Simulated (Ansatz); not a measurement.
## Residual resistivity of an alloy: Ru(0001) with 2 layers of random Ru-Ta, 2x2

How strongly does chemical disorder scatter in Ru(0001) with 2 layers of random Ru-Ta, 2x2?

Main program and level: Ansatz 0.2.0; Ansatz plane-wave DFT, PBE, PAW files; ballistic transport by layer matching (Landauer), zero bias; PAW set soft_1.

## (1) Starting point

The cell holds 48 atoms: 44 Ru and 4 Ta. Its edges and angles: a = 5.412 Å, b = 5.412 Å, c = 25.691 Å, α = 90.0°, β = 90.0°, γ = 120.0°. It derives from Ru. Regions: lead, 40 atoms (40 Ru); scattering region, 8 atoms (4 Ta and 4 Ru). The structure is stacked along c, and the current runs across the ab planes.

## (2) With 2 alloy layers

In 2 layers a share of 0.5 of the sites is given to Ta at random. The layers about the cell's end stay perfect and serve as the lead. Disorder leaves little or no symmetry, which makes such runs dear. Energies from -0.05 to 0.05 eV in steps of 0.05 eV are too few for the program's thermal sum, so it prints no conductance; for a metal the transmission near the Fermi level serves, at a fraction of the cost.

input.yaml reads:

```yaml
crystal:
  lattice:
    - [5.4116, 0.0, 0.0]
    - [-2.7058, 4.6865830751, 0.0]
    - [0.0, 0.0, 25.6914]
  atoms:
    - { symbol: Ru, position: [0.1666666667, 0.3333333333, 0.0416666667] }
    - { symbol: Ru, position: [0.1666666667, 0.8333333333, 0.0416666667] }
    - { symbol: Ru, position: [0.6666666667, 0.3333333333, 0.0416666667] }
    - { symbol: Ru, position: [0.6666666667, 0.8333333333, 0.0416666667] }
    - { symbol: Ru, position: [0.3333333333, 0.1666666667, 0.125] }
    - { symbol: Ru, position: [0.3333333333, 0.6666666667, 0.125] }
    - { symbol: Ru, position: [0.8333333333, 0.1666666667, 0.125] }
    - { symbol: Ru, position: [0.8333333333, 0.6666666667, 0.125] }
    - { symbol: Ru, position: [0.1666666667, 0.3333333333, 0.2083333333] }
    - { symbol: Ru, position: [0.1666666667, 0.8333333333, 0.2083333333] }
    - { symbol: Ru, position: [0.6666666667, 0.3333333333, 0.2083333333] }
    - { symbol: Ru, position: [0.6666666667, 0.8333333333, 0.2083333333] }
    - { symbol: Ru, position: [0.3333333333, 0.1666666667, 0.2916666667] }
    - { symbol: Ru, position: [0.3333333333, 0.6666666667, 0.2916666667] }
    - { symbol: Ru, position: [0.8333333333, 0.1666666667, 0.2916666667] }
    - { symbol: Ru, position: [0.8333333333, 0.6666666667, 0.2916666667] }
    - { symbol: Ru, position: [0.1666666667, 0.3333333333, 0.375] }
    - { symbol: Ru, position: [0.1666666667, 0.8333333333, 0.375] }
    - { symbol: Ru, position: [0.6666666667, 0.3333333333, 0.375] }
    - { symbol: Ru, position: [0.6666666667, 0.8333333333, 0.375] }
    - { symbol: Ta, position: [0.3333333333, 0.1666666667, 0.4583333333] }
    - { symbol: Ru, position: [0.3333333333, 0.6666666667, 0.4583333333] }
    - { symbol: Ru, position: [0.8333333333, 0.1666666667, 0.4583333333] }
    - { symbol: Ta, position: [0.8333333333, 0.6666666667, 0.4583333333] }
    - { symbol: Ru, position: [0.1666666667, 0.3333333333, 0.5416666667] }
    - { symbol: Ru, position: [0.1666666667, 0.8333333333, 0.5416666667] }
    - { symbol: Ta, position: [0.6666666667, 0.3333333333, 0.5416666667] }
    - { symbol: Ta, position: [0.6666666667, 0.8333333333, 0.5416666667] }
    - { symbol: Ru, position: [0.3333333333, 0.1666666667, 0.625] }
    - { symbol: Ru, position: [0.3333333333, 0.6666666667, 0.625] }
    - { symbol: Ru, position: [0.8333333333, 0.1666666667, 0.625] }
    - { symbol: Ru, position: [0.8333333333, 0.6666666667, 0.625] }
    - { symbol: Ru, position: [0.1666666667, 0.3333333333, 0.7083333333] }
    - { symbol: Ru, position: [0.1666666667, 0.8333333333, 0.7083333333] }
    - { symbol: Ru, position: [0.6666666667, 0.3333333333, 0.7083333333] }
    - { symbol: Ru, position: [0.6666666667, 0.8333333333, 0.7083333333] }
    - { symbol: Ru, position: [0.3333333333, 0.1666666667, 0.7916666667] }
    - { symbol: Ru, position: [0.3333333333, 0.6666666667, 0.7916666667] }
    - { symbol: Ru, position: [0.8333333333, 0.1666666667, 0.7916666667] }
    - { symbol: Ru, position: [0.8333333333, 0.6666666667, 0.7916666667] }
    - { symbol: Ru, position: [0.1666666667, 0.3333333333, 0.875] }
    - { symbol: Ru, position: [0.1666666667, 0.8333333333, 0.875] }
    - { symbol: Ru, position: [0.6666666667, 0.3333333333, 0.875] }
    - { symbol: Ru, position: [0.6666666667, 0.8333333333, 0.875] }
    - { symbol: Ru, position: [0.3333333333, 0.1666666667, 0.9583333333] }
    - { symbol: Ru, position: [0.3333333333, 0.6666666667, 0.9583333333] }
    - { symbol: Ru, position: [0.8333333333, 0.1666666667, 0.9583333333] }
    - { symbol: Ru, position: [0.8333333333, 0.6666666667, 0.9583333333] }
kpoints:
  mp_grid: { grid: [5, 5, 1] }
hamiltonian:
  xc: pbe
  pseudopotentials: { kind: paw, azcp: { folder: soft_1 } }
scf:
  occupations: { method: fermi_dirac, width: 0.1 }
output:
  transmission:
    leads: [[0, 8]]
    kmesh: [10, 10]
    e_range: [-0.05, 0.05]
    de: 0.05
  write_potential: true
  write_density: true
  volumetric_format: npy
```

On the command line:

```bash
> ansatz run input.yaml --threads 4 --pin off --max-ram 15360MiB --backend cpu --events-out ev --progress --plain --runs-dir out
```

Numbers of over 12 decimals in the logs are rounded to 6 here.

Log:

```text
Engine: ansatz 0.2.0, x86_64-unknown-linux-gnu
Pseudopotentials: kind: paw
Pseudopotential: Ru, paw, valence charge 16, recommended cutoff 420 eV (normal), soft_1/Ru.paw.azcp
Pseudopotential: Ta, paw, valence charge 13, recommended cutoff 420 eV (normal), soft_1/Ta.paw.azcp
Functional definition: PBE
  parameter kappa = 0.804
  parameter beta = 0.066725
  exchange = pbe_x(kappa = kappa, mu = beta*pi^2/3)
  correlation = pbe_c(beta = beta)
Crystal: 48 atoms, lattice volume = 651.583 Å³
Basis set: ecut = 420 eV, 12691 PW (Γ)
Bands: 454, of which v1, the nominal top of the filled ones, is band 378 counted from 1 (377 counted from 0)
Symmetry: 2 space group operations
Space group: C2 (ITA 5), of the structure as read, at distance tolerance 8.7e-5 Å
k-points: 9 of 25 (time reversal used)
Non-local potential: Ru, projectors of the file, l = 0: 3, l = 1: 2, l = 2: 2, l = 3: 1
Non-local potential: Ta, projectors of the file, l = 0: 3, l = 1: 2, l = 2: 2, l = 3: 1
PAW form: soft (Blöchl's): semilocal exchange-correlation on the pseudo side does not see the compensation charge
PAW one-centre angular grid: Ru, 590 points (default); XC on 64 Gauss nodes
PAW one-centre angular grid: Ta, 590 points (default); XC on 64 Gauss nodes
Initial density: superposition of atomic densities (chi_scale 0.1, normalization cell, long waves of neutral atoms (reshape's long-wave potential 10.44 eV rms, cloud 3.16 Å wide))
Initial wavefunctions: pseudopotential atomic-orbital guess
Functional: x = pbe(κ = 0.804, μ = 0.219515), c = pbe(β = 0.066725)
SCF iter   1: F=—  HF=-298492.653561 eV  |F-HF|=—  |Δ(HF+E_count)|=         —  Δρ=1.94e-1  dr2=2.94e3  ethr=3.10e-3  ⟨swp⟩=5.0  Hψ=13485  notcnv=0  defer=4
preconditioner: auto → Kerker (q_TF=auto, 2.797 Å⁻¹)  [metal: Δε(μ)=0.004 eV  Ē_g=5.399 eV  σ=0.100 eV  W_gap=0.01  n_scr=268 (ndim 8)  ℏωp=28.1 eV  f_vac=0.000  D(μ)=38.36/eV (n_scr^D=380)]
SCF iter   2: F=—  HF=-298427.319153 eV  |F-HF|=—  |Δ(HF+E_count)|=    6.53e1  Δρ=1.02e-1  dr2=1.33e3  ethr=3.10e-3  ⟨swp⟩=3.0  Hψ=7981  notcnv=0  defer=30
SCF iter   3: F=—  HF=-298397.300595 eV  |F-HF|=—  |Δ(HF+E_count)|=    3.00e1  Δρ=2.34e-2  dr2=4.59e1  ethr=3.10e-3  ⟨swp⟩=3.0  Hψ=7221  notcnv=0  defer=18
SCF iter   4: F=—  HF=-298396.138888 eV  |F-HF|=—  |Δ(HF+E_count)|=    1.16e0  Δρ=5.58e-3  dr2=3.47e0  ethr=3.10e-3  ⟨swp⟩=2.0  Hψ=5138  notcnv=0  defer=65
SCF iter   5: F=—  HF=-298396.067214 eV  |F-HF|=—  |Δ(HF+E_count)|=   7.17e-2  Δρ=2.00e-3  dr2=1.06e-1  ethr=4.59e-4  ⟨swp⟩=1.1  Hψ=4093  notcnv=0  defer=70
SCF iter   6: F=—  HF=-298396.059377 eV  |F-HF|=—  |Δ(HF+E_count)|=   7.84e-3  Δρ=3.88e-4  dr2=1.47e-2  ethr=1.40e-5  ⟨swp⟩=1.4  Hψ=4438  notcnv=0  defer=70
SCF iter   7: F=—  HF=-298396.059200 eV  |F-HF|=—  |Δ(HF+E_count)|=   1.77e-4  Δρ=1.29e-4  dr2=7.36e-4  ethr=1.94e-6  ⟨swp⟩=1.0  Hψ=4016  notcnv=0  defer=70
SCF iter   8: F=—  HF=-298396.059176 eV  |F-HF|=—  |Δ(HF+E_count)|=   2.34e-5  Δρ=3.39e-5  dr2=8.28e-5  ethr=9.74e-8  ⟨swp⟩=1.0  Hψ=4016  notcnv=0  defer=70
SCF iter   9: F=—  HF=-298396.060513 eV  |F-HF|=—  |Δ(HF+E_count)|=   1.34e-3  Δρ=9.16e-6  dr2=7.27e-6  ethr=1.10e-8  ⟨swp⟩=1.0  Hψ=4080  notcnv=0  defer=70
SCF iter  10: F=—  HF=-298396.060513 eV  |F-HF|=—  |Δ(HF+E_count)|=   9.26e-8  Δρ=1.82e-6  dr2=3.18e-7  ethr=9.61e-10  ⟨swp⟩=1.0  Hψ=4016  notcnv=0  defer=70
SCF iter  11: F=-298396.060513 eV  HF=-298396.060513 eV  |F-HF|=1.81e-8  |Δ(HF+E_count)|=   2.85e-9  Δρ=5.15e-7  dr2=1.86e-8  ethr=1.32e-11  ⟨swp⟩=8.0  Hψ=10324  notcnv=0
SCF 1 converged in 11 iterations: F = -298396.060513 eV  dr2 = 1.86e-8
  greatest PAW one-centre occupation: 1.000 electrons in one spin orbital (limit 2), on the Ru atom at site 25 (counted from 0), in its partial waves of l = 0
transmission: 251 of 2496 steps passed
transmission: 500 of 2496 steps passed
[...]
transmission: 2496 of 2496 steps passed
SCF converged after 11 iterations
Free energy (F): -298396.060513 eV
Harris-Foulkes:  -298396.060513 eV  (|F-HF|=1.81e-8)
Internal energy: -298394.452579 eV  (E = F + TS)
E sigma→0 (E₀):  -298395.256546 eV
Entropy (-TS):   -1.607934 eV (-33.499 meV/atom)
Fermi energy:    23.531395 eV
--- Per-component energies (eV) ---
  E_band       = -2491.457798
  E_kinetic    = 21892.996268
  E_local      = -59231.039249  (includes V_loc(G=0)·N_el)
  E_nonlocal   = 18119.825341
  E_hartree    = 20082.317248
  E_xc         = -8791.974561
  E_vxc        = -10429.814854  (∫ρ·V_xc dr)
  E_paw        = -187292.763832  (= ΣΔE_a)
  E_vpaw       = -13008.085249  (= ΣTr[D̂ρ^β])
  E_aug_tail   = 0.027887  (compensation charges beyond the density's cutoff)
  E_ewald      = -103173.841680
  E_smearing   = -1.607934  (= −TS)
  E_closure    = -0.000000  (closes the sum)
  Σ components = -298396.060513   (vs F -298396.060513, Δ=0.00e0)
--- Band table (eV; the first three rows and the last of 9) ---
  k-point 0: bands = [... 374 lower, 24.2173, 24.2318, 24.2653, 24.2738, 24.3912, 24.4131, 24.4353, 24.5173, ... 72 higher]
  k-point 1: bands = [... 374 lower, 23.6871, 23.7603, 23.8114, 23.8179, 23.8884, 23.9842, 23.9983, 24.0461, ... 72 higher]
  k-point 2: bands = [... 374 lower, 23.1824, 23.2933, 23.3046, 23.3681, 23.3757, 23.3963, 23.4231, 23.4310, ... 72 higher]
  k-point 8: bands = [... 374 lower, 23.2992, 23.3801, 23.3921, 23.4156, 23.4636, 23.5666, 23.5881, 23.5933, ... 72 higher]
--- Transmission ---
  basis      : 223 plane waves across, 48 finite elements along
  points     : 52, standing for a mesh of 10 x 10
  energies   : 3 from -0.050000 to 0.050000 eV about the Fermi level, 0.050000 eV apart; the leads are filled to 0.000000 eV, and channels, transmission and decay are at 0.000000 eV
  crystal 0  : Ru8, at the sites [0, 8], period 4.2819 Å, over 21.41 Å; its Hamiltonian steps by up to 26.8 meV: too much for a lead, lay more layers or, if its atoms are ordered, name the step of that order
    offset         : up to 0.0000 Å between an atom of the period and one for which it stands
    channels       : 5.280000e0 a spin
    conductance    : none, the energies end too early or step too widely for 300 K: set another output.transmission.e_range or a lower de, or, where they end at an eighth of basis.ecutwfc, a higher one
  junction   : crystal 0 to crystal 0, 0.70 to 22.11 Å
    transmission   : 2.653434e0 a spin
    conductance    : none, the energies end too early or step too widely for 300 K: set another output.transmission.e_range or a lower de, or, where they end at an eighth of basis.ecutwfc, a higher one
```

It took 6.2 min on 4 threads of Intel Xeon 6975P-C (Granite Rapids), shared host; peak memory 6 GiB; 22 min of CPU time.

Numbers from this step:

```yaml
free_energy: -298396.0605 eV
energy_at_zero_smearing: -298395.2565 eV
fermi_energy: 23.53 eV
cell_area: 25.36 Å²
transmission_per_spin_nearest_the_fermi_level: 2.653
open_channels_per_spin_nearest_the_fermi_level: 5.28
step_of_the_lead_s_potential: 26.8 meV
```

Per spin. Transmission, zone mean against energy, zero at the Fermi level:

```
energy (eV)  transmission, zone mean
    -0.0500                     2.62
     0.0000                     2.65
     0.0500                     2.76
```

Per spin. Open channels, zone mean, lead against energy, zero at the Fermi level:

```
energy (eV)  open channels, zone mean, lead
    -0.0500                            5.16
     0.0000                            5.28
     0.0500                            5.92
```

Transmission over k1 and k2. At 0.0000 eV from the Fermi level.

Values, 10 rows by 10 columns:
```
1.51 2.56 2.69 2.29 2.27 2.38 1.02 1.04 0.93 1.34
1.20 2.36 2.64 2.26 2.69 2.78 2.27 1.05 0.93 1.40
1.20 2.30 2.16 3.83 5.48 4.15 2.69 2.29 1.25 1.34
1.51 2.36 2.16 5.06 7.83 7.83 5.48 2.26 2.69 1.66
2.63 2.56 2.64 3.83 7.83 7.68 7.83 3.83 2.64 2.56
1.51 1.66 2.69 2.26 5.48 7.83 7.83 5.06 2.16 2.36
1.20 1.34 1.25 2.29 2.69 4.15 5.48 3.83 2.16 2.30
1.20 1.40 0.93 1.05 2.27 2.78 2.69 2.26 2.64 2.36
1.51 1.34 0.93 1.04 1.02 2.38 2.27 2.29 2.69 2.56
2.63 1.66 1.25 1.05 1.02 2.34 1.02 1.05 1.25 1.66
```
Columns: k1 (b1) from -0.5 to 0.4; rows upwards: k2 (b2) from -0.5 to 0.4.

Open channels over k1 and k2. At 0.0000 eV from the Fermi level.

Values, 10 rows by 10 columns:
```
 4.0  6.0  5.0  5.0  5.0  6.0  4.0  3.0  2.0  3.0
 3.0  5.0  5.0  5.0  5.0  5.0  5.0  3.0  2.0  2.0
 3.0  5.0  5.0  7.0  9.0  7.0  5.0  5.0  3.0  3.0
 4.0  5.0  5.0  9.0 12.0 12.0  9.0  5.0  5.0  4.0
 6.0  6.0  5.0  7.0 12.0 12.0 12.0  7.0  5.0  6.0
 4.0  4.0  5.0  5.0  9.0 12.0 12.0  9.0  5.0  5.0
 3.0  3.0  3.0  5.0  5.0  7.0  9.0  7.0  5.0  5.0
 3.0  2.0  2.0  3.0  5.0  5.0  5.0  5.0  5.0  5.0
 4.0  3.0  2.0  3.0  4.0  6.0  5.0  5.0  5.0  6.0
 6.0  4.0  3.0  3.0  4.0  6.0  4.0  3.0  3.0  4.0
```
Columns: k1 (b1) from -0.5 to 0.4; rows upwards: k2 (b2) from -0.5 to 0.4.

Over the solved energies the transmission per spin lies between 2.62 and 2.76, out of 5.45 channels of the lead on average (up to 5.92). The log calls the step of a lead's potential too much.

(Part 1 of 2 ends here.)

[Logs are printed without paths, hosts, clocks, repeated set-up lines and the standing remarks that a program may print on its own settings, such as how far it seeks lower states.]

[Hosts, paths, dates, database ids (printed as entryN), source tags and the programs' standing remarks are cut or masked in the printed files.]
